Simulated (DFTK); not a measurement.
ZrS2:

```
Zr S
1.0
     3.69138    0.00000    0.00000
    -1.84569    3.19683    0.00000
     0.00000    0.00000    6.04108
Zr S
1 2
Direct
  0.00000 0.00000 0.00000
  0.33333 0.66667 0.23791
  0.66667 0.33333 0.76209
```

The cell is a database's computed one.

Program: DFTK 0.8.2. Alike in all runs: task band structure; potentials or basis SG15 1.2 (PBE); no spin polarisation; cell as given; k mesh 6 × 6 × 4; cutoff (eV) 1225; smearing fermi-dirac 0.05 eV.

Order these runs on this cell by their band gap on the k mesh, lowest first.
A. level LDA
B. level RPBE
C. level SCAN

A (0.94 eV), B (1.13 eV), C (1.42 eV).

A k mesh can miss the band edges.
